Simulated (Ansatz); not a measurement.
**Pd (diamond type): a single-point run**

Wanted: a converged single-point run for Pd (diamond type), and a check of what comes out. The structure is shown as the input types it.

Program: Ansatz 0.2.0. Level of theory: DFT, r2SCAN, all-electron PAW with datasets made for the crystal, scalar-relativistic. These are calculated values, not measurements.

4 further runs of the same task are left out: 4 that didn't finish.

**1. The starting structure**

It takes space group Fd-3m (No. 227, cubic). The conventional cell has a = 5.357 Å, b = 5.357 Å, c = 5.357 Å, α = 90.00°, β = 90.00°, γ = 90.00°. Around Pd (site symmetry -43m) lie 4 Pd at 2.32 Å.

The input asks for a charge of +4 e on the cell.

As a file:

```cif
data_structure
_symmetry_space_group_name_H-M 'Fd-3m:1'
_symmetry_Int_Tables_number 227
_cell_length_a 5.3569
_cell_length_b 5.3569
_cell_length_c 5.3569
_cell_angle_alpha 90.000
_cell_angle_beta 90.000
_cell_angle_gamma 90.000
_cell_volume 153.72
loop_
_atom_site_label
_atom_site_type_symbol
_atom_site_symmetry_multiplicity
_atom_site_Wyckoff_symbol
_atom_site_fract_x
_atom_site_fract_y
_atom_site_fract_z
_atom_site_occupancy
Pd1 Pd 8 b 0.00000 0.50000 0.00000 1
```

**2. The calculation**

input.yaml

```yaml
crystal:
  lattice:
    - [0.0, 2.6784289448, 2.6784289448]
    - [2.6784289448, 0.0, 2.6784289448]
    - [2.6784289448, 2.6784289448, 0.0]
  atoms:
    - { symbol: Pd, position: [-0.125, -0.125, -0.125] }
    - { symbol: Pd, position: [0.125, 0.125, 0.125] }
kpoints:
  mp_grid: { grid: [10, 10, 10] }
scf:
  occupations: { method: fermi_dirac, width: 0.05 }
  max_iter: 80
hamiltonian:
  xc: r2scan
  pseudopotentials: { kind: all_electron, datasets: crystal }
output:
  forces: true
  stress: true
  eigenvalues: true
  efg: { contact_densities: true }
total_charge: 4
```

Run with:

```bash
$ ansatz run input.yaml --threads 1 --pin off --max-ram 2048MiB --backend cpu --events-out ev --progress --plain --runs-dir out
```

**Question.** How will this run end, and is anything wrong with its input?

This run ends as converged, with warnings (crystal datasets made, gradients without spin orbit). It gives a pressure of -15 GPa, which is large.

The suspect setting: total_charge is 4. The net charge is not the one intended, so the run treats another number of electrons.

To check: delete total_charge (the default then holds).
